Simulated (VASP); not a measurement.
## Be: relaxation of cell and atoms with PBE

The system is Be.

```xyz
3
Lattice="0.0000 2.3753 2.3753 2.3753 0.0000 2.3753 2.3753 2.3753 0.0000" Properties=species:S:1:pos:R:3 pbc="T T T"
Be    1.1876    1.1876    1.1876
Be    3.5629    3.5629    3.5629
Be    2.3753    2.3753    2.3753
```

The cell was built by a generator and needn't be a form met in nature.

The cell isn't the ideal one: random cell by space group and Wyckoff sites (Fm-3m, No. 225).

* Program: VASP 6.6.1
* Task: relaxation of cell and atoms
* Functional: PBE
* Potentials or basis: VASP PAW PBE potentials, release 64 (Be)
* Cutoff: 600 eV
* k mesh: 6 × 6 × 6
* Occupations: gaussian, width 0.1 eV
* Spin: no spin polarisation
* Dipole correction: no
* Further INCAR settings: ALGO = Normal; EDIFF = 1e-06; IBRION = 2; EDIFFG = -0.04; NSW = 90; ISIF = 3

```yaml
Relaxed_volume: 9.92 Å³/atom
Relaxed_cell: a = 3.479 Å, b = 3.479 Å, c = 3.479 Å, α = 60.00°, β = 60.00°, γ = 60.00°
Space_group_after_relaxing_to_0.05_Å: Fm-3m (No. 225)
Energy_gained_by_relaxing: 30.9 meV/atom
Ionic_steps: 3
Pressure_after_relaxing: -0.1 GPa
Band_gap_on_the_k_mesh: none (metal or under the smearing width)
```

Step by step:
```
step  energy change (eV)  largest force (eV/Å)  pressure (GPa)  volume (Å³)
   1              0.0000                0.0000           10.94        26.80
   2             -0.0904                0.0000            1.52        29.24
   3             -0.0926                0.0000           -0.11        29.76
```

Final structure:
```
Be
1.0
     0.00000    2.45975    2.45975
     2.45975    0.00000    2.45975
     2.45975    2.45975    0.00000
Be
3
Direct
  0.25000 0.25000 0.25000
  0.75000 0.75000 0.75000
  0.50000 0.50000 0.50000
```

Levels at points of the mesh, in eV from the Fermi level:
```csv
k point,band 1,band 2,band 3,band 4,band 5,band 6
"(0.00, 0.00, 0.00)",-8.80,3.82,3.82,3.82,4.72,4.72
"(0.50, 0.00, 0.00)",-5.29,-5.25,1.96,1.96,4.67,4.67
"(0.50, 0.50, 0.00)",-4.28,-3.82,-1.22,-1.22,3.84,4.93
```

Run time: 4.6 s on 1 thread of Intel(R) Xeon(R) 6975P-C (Granite Rapids), on a shared host, peak memory 0.14 GiB.

Caveat: the k mesh is coarse (spacing up to 0.38 Å⁻¹), so the values aren't converged.
